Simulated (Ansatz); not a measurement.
A crystal in the simple cubic structure was computed with PBE in Ansatz (plane waves, PAW datasets (generated hard set); cutoff 700 eV), no spin polarisation, no spin–orbit coupling, Fermi–Dirac smearing of 0.061 eV, k-spacing 0.11 to 0.12 Å⁻¹. It has a₀ = 1.774 Å and B₀ = 324 GPa.

Which is it?
A. C
B. W
C. Ga
D. Ca
E. Pt

A. The five: C 1.774 Å, 324 GPa; Ga 2.718 Å, 45 GPa; Pt 2.624 Å, 185 GPa; Ca 3.520 Å, 10.9 GPa; W 2.637 Å, 211 GPa.

Model structures, not the usual forms at ambient conditions (metastable or hypothetical): C, Ga, Pt, Ca, W. The k-mesh is modest, so these values aren't fully converged in k.
